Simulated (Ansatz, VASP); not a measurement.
# Two plane-wave programs on Mg

Contents of INCAR:

```
ALGO = Normal ; EDIFF = 1E-8
ENCUT = 520 ; GGA = PE
ISIF = 2 ; ISMEAR = -1
LASPH = True ; LCHARG = False
LEFG = True ; LREAL = False
LWAVE = False ; NBANDS = 7
NELM = 80 ; PREC = Accurate
SIGMA = 0.08
```

The input KPOINTS:

```
k-points
0
Gamma
  13 13 13
```

File POSCAR:

```
Mg
1.0
    0.0000000000      2.2460212076      2.2460212076
    2.2460212076      0.0000000000      2.2460212076
    2.2460212076      2.2460212076      0.0000000000
Mg
1
Direct
    0.0000000000      0.0000000000      0.0000000000
```

Input for Ansatz:

```yaml
crystal:
  lattice:
    - [0.0, 2.2460212076, 2.2460212076]
    - [2.2460212076, 0.0, 2.2460212076]
    - [2.2460212076, 2.2460212076, 0.0]
  atoms:
    - { symbol: Mg, position: [0.0, 0.0, 0.0] }
kpoints:
  mp_grid: { grid: [13, 13, 13] }
scf:
  occupations: { method: fermi_dirac, width: 0.08 }
hamiltonian:
  xc: pbe
  pseudopotentials: { kind: paw }
output:
  forces: true
  stress: true
  eigenvalues: true
  efg: { contact_densities: true }
  write_density: true
  write_potential: true
  elf: true
  volumetric_format: npy
```

Change from the starting cell: volume scaled by 0.98, PAW files.

Alike in both runs: task electric field gradients; functional PBE; k mesh 13 × 13 × 13; occupations fermi-dirac, width 0.08 eV; no spin polarisation.

|  | VASP | Ansatz |
| --- | --- | --- |
| version | VASP 6.6.1 | Ansatz 0.2.0 |
| potentials or method | VASP PAW PBE potentials, release 64 (Mg) | PAW with Ansatz's default frozen-core files, scalar-relativistic |
| plane-wave cutoff (eV) | 520 | 420 |
| valence electrons in the cell | 2 | 10 |

|  | VASP | Ansatz | Ansatz less VASP |
| --- | --- | --- | --- |
| pressure (GPa) | 0.6 | 0.8 | +0.12 |
| Vzz of the field gradient on the site that differs most (V/Å²) | 0.0 | 0.0 | 0.00 |

The functional is the same, so the differences come from potentials, cutoffs and numerics. The two sets of potentials don't hold the same shells in valence.
